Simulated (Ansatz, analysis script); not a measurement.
Some values are withheld and marked by numbers in brackets.

### MnS (Browneite): spin spirals and exchange

It takes space group F-43m (No. 216, cubic). The conventional cell has a = 5.600 Å, b = 5.600 Å, c = 5.600 Å, α = 90.00°, β = 90.00°, γ = 90.00°. Nearest to Mn lie 4 S at 2.42 Å. Nearest to S lie 4 Mn at 2.42 Å. Farther neighbours and most contacts between anions are not listed.

```
Mn S
1.0
     0.00000    2.80000    2.80000
     2.80000    0.00000    2.80000
     2.80000    2.80000    0.00000
Mn S
1 1
Direct
  0.00000 0.00000 0.00000
  0.25000 0.25000 0.25000
```

```yaml
method: PBE with U = 4 eV on Mn d, PAW set soft_2; spin spirals by the generalised Bloch theorem, no spin–orbit coupling (and 2 further levels or steps)
program: Ansatz 0.2.0 and analysis script 1
settings_of_one_run: cutoff 420 eV, 8×8×8 k-mesh, Fermi-Dirac occupations, smearing width 0.05 eV, cone angle 90 °, wavevectors 7, starting moments 4.35 0 μB
notes: The program’s warnings: symmetry auto disabled. No spin model is given, since the independent points are too few for the number of shells that the script fitted.
lowest_point_of_the_path: [1]
highest_point: 0 meV a magnetic atom
```

Fill in the bracketed values.

[1] lowest point of the path (MnS (Browneite)): q = (-0.5, -0.25, 0.25), -106 meV a magnetic atom from q = 0. The state at q = (-0.5, -0.25, 0.25) lies 106 meV a magnetic atom below the ferromagnetic start, so that start is not the lowest state.

[Logs and program files are shortened in this print: banners, set-up blocks, solver, clock and traceback lines can be left out without a mark of their own.]

[Logs are printed without paths, hosts, clocks, repeated set-up lines and the standing remarks that a program may print on its own settings, such as how far it seeks lower states.]

[Hosts, paths, dates, database ids (printed as entryN), source tags and the programs' standing remarks are cut or masked in the printed files.]
